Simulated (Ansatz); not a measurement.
# CdGa15P16: the cost of one run

Computed with Ansatz 0.2.0 (DFT LDA, scalar-relativistic, plane waves, PAW).

9 further runs of the same task are left out: 9 set aside as unsound or not needed.

**1. The starting structure**

It takes space group F-43m (No. 216, cubic). The conventional cell has a = 5.505 Å, b = 5.505 Å, c = 5.505 Å, α = 90.00°, β = 90.00°, γ = 90.00°. Ga (site symmetry -43m) is surrounded by 4 P at 2.38 Å. P (site symmetry -43m) is surrounded by 4 Ga at 2.38 Å.

Structure file:

```xyz
2
Lattice="0.0000 2.7526 2.7526 2.7526 0.0000 2.7526 2.7526 2.7526 0.0000" Properties=species:S:1:pos:R:3 pbc="T T T"
Ga    0.0000    0.0000    0.0000
P     4.1288    4.1288    4.1288
```

It goes back to an entry of the Materials Project.

It is the result of an earlier relaxation at this level (volume 20.85 Å³/atom; gap on the mesh: 1.58 eV).

The host's static dielectric tensor, from an earlier linear-response run, has a mean of 12.49.

The perfect supercell (rows 1 1 -3; -3 1 1; 1 1 1 in vectors of this cell) comes from an earlier run at this level (32 atoms, E(σ→0) -72632.9330 eV, gap 2.30 eV on its own mesh).

**2. The defect cell**

The atom at (0.250, 0.000, 0.750) of the supercell is replaced. A small random displacement (spread 0.06 Å) lets the symmetry of the site break.

**3. Charge state 0**

Input file input.yaml:

```yaml
crystal:
  lattice:
    - [-5.3913102402, -5.3913102402, 5.3913102402]
    - [5.3913102402, -5.3913102402, -5.3913102402]
    - [5.3913102402, 5.3913102402, 5.3913102402]
  atoms:
    - { symbol: Cd, position: [0.2642313745, 0.0128602778, 0.7635680143], spin: 0.2 }
    - { symbol: Ga, position: [0.0, 0.0, 0.0] }
    - { symbol: Ga, position: [0.5, 0.75, 0.75] }
    - { symbol: Ga, position: [0.25, 0.75, 0.0] }
    - { symbol: Ga, position: [0.0, 0.75, 0.25] }
    - { symbol: Ga, position: [0.75, 0.0, 0.25] }
    - { symbol: Ga, position: [0.5, 0.0, 0.5] }
    - { symbol: Ga, position: [0.0, 0.25, 0.75] }
    - { symbol: Ga, position: [0.75, 0.5, 0.75] }
    - { symbol: Ga, position: [0.5, 0.5, 0.0] }
    - { symbol: Ga, position: [0.25, 0.5, 0.25] }
    - { symbol: Ga, position: [0.0, 0.5, 0.5] }
    - { symbol: Ga, position: [0.75, 0.75, 0.5] }
    - { symbol: Ga, position: [0.75, 0.25, 0.0] }
    - { symbol: Ga, position: [0.5, 0.25, 0.25] }
    - { symbol: Ga, position: [0.25, 0.25, 0.5] }
    - { symbol: P, position: [0.2461785493, 0.7506975378, 0.7455380709], spin: 0.2 }
    - { symbol: P, position: [0.0, 0.75, 0.0] }
    - { symbol: P, position: [0.5, 0.5, 0.75] }
    - { symbol: P, position: [0.25, 0.5, 0.0] }
    - { symbol: P, position: [0.0, 0.5, 0.25] }
    - { symbol: P, position: [0.75, 0.75, 0.25] }
    - { symbol: P, position: [0.5, 0.75, 0.5] }
    - { symbol: P, position: [-0.0127308432, -0.0136546314, 0.7319962672], spin: 0.2 }
    - { symbol: P, position: [0.75, 0.25, 0.75] }
    - { symbol: P, position: [0.5059555833, 0.2693068595, 0.0186092596], spin: 0.2 }
    - { symbol: P, position: [0.25, 0.25, 0.25] }
    - { symbol: P, position: [0.0, 0.25, 0.5] }
    - { symbol: P, position: [0.75, 0.5, 0.5] }
    - { symbol: P, position: [0.75, 0.0, 0.0] }
    - { symbol: P, position: [0.5, 0.0, 0.25] }
    - { symbol: P, position: [0.2551408582, 0.0064237356, 0.5039809914], spin: 0.2 }
  host:
    lattice:
      - [0.0, 2.6956551201, 2.6956551201]
      - [2.6956551201, 0.0, 2.6956551201]
      - [2.6956551201, 2.6956551201, 0.0]
    atoms:
      - { symbol: Ga, position: [0.0, 0.0, 0.0] }
      - { symbol: P, position: [0.75, 0.75, 0.75] }
basis:
  ecutwfc: 420
  xc_grid: 2
kpoints:
  mp_grid: { grid: [2, 2, 2], shift: [0.5, 0.5, 0.5] }
hamiltonian:
  xc: lda
scf:
  occupations: { method: gaussian, width: 0.01 }
output:
  forces: true
  stress: false
  eigenvalues: true
  populations: true
  charged_corrections:
    defect_position: [0.25, 0.0, 0.75]
    epsilon: [[12.4889, 0.0, 0.0], [0.0, 12.4889, 0.0], [0.0, 0.0, 12.4889]]
magnetization:
  spin_polarized: true
relax:
  adjacent_minimum: "off"
  f_tol: 0.025
  max_steps: 45
```

Started as:

```sh
ansatz run input.yaml --threads 4 --pin off --max-ram 8192MiB --backend cpu --events-out ev --progress --plain --runs-dir out
```

**Question.** How long does this run take on 4 threads of Intel Xeon at 2.70GHz, shared host, and how much memory does it need?

About 9.4 min, with a peak of 2.5 GiB.
